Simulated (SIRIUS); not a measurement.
## BaS under changes of volume

One of the cells (33.228 Å³/atom); the others are scaled copies at fixed shape and fractional positions:

```
Ba S
1.0
     0.00000    3.21490    3.21490
     3.21490    0.00000    3.21490
     3.21490    3.21490    0.00000
Ba S
1 1
Direct
  0.00000 0.00000 0.00000
  0.50000 0.50000 0.50000
```

| Property | Result |
| --- | --- |
| Program | SIRIUS 7.10.0 |
| Functional | PBE |
| Potentials or basis | PseudoDojo 0.4.1 PBE standard (scalar relativistic) |
| Cutoff | 725 eV |
| Density cutoff | 2900 eV |
| k mesh | 7 × 7 × 7 |
| Occupations | fermi-dirac, width 0.05 eV |
| Spin | no spin polarisation |

```tsv
volume (Å³/atom)	energy over the lowest point (meV/atom)	pressure (GPa)	gap on the mesh (eV)
30.622	?	?	?
31.273	19.90	3.2	2.14
31.925	9.21	2.1	2.17
33.228	0.00	0.2	2.24
33.879	0.68	-0.6	2.26
34.531	4.40	-1.3	2.29
```

Question: What does the run at 30.622 Å³/atom give?

Answer: Energy over the lowest point 35.28 meV/atom; pressure 4.4 GPa; gap on the mesh 2.10 eV.

Worked out: A Birch-Murnaghan fit of order 3 (a polynomial in V^(-2/3)) to the other rows has its minimum at 33.42 Å³/atom with B0 = V·E''(V) = 41 GPa and B' = 4.4. It gives 35.24 meV/atom at 30.622 Å³/atom, against the run's 35.28, and -dE/dV = 4.4 GPa, against 4.4. A straight line through the other rows of the gap, of slope 1.52 eV per unit of ln V, extrapolates to 2.11 eV, against the run's 2.10.

Energies are extrapolated to zero smearing.

Caveats: this release of the barium file is off; spin-orbit coupling is left out, which moves the levels of the heavy elements; an odd mesh through Γ misses points on the zone boundary, where band edges often lie.
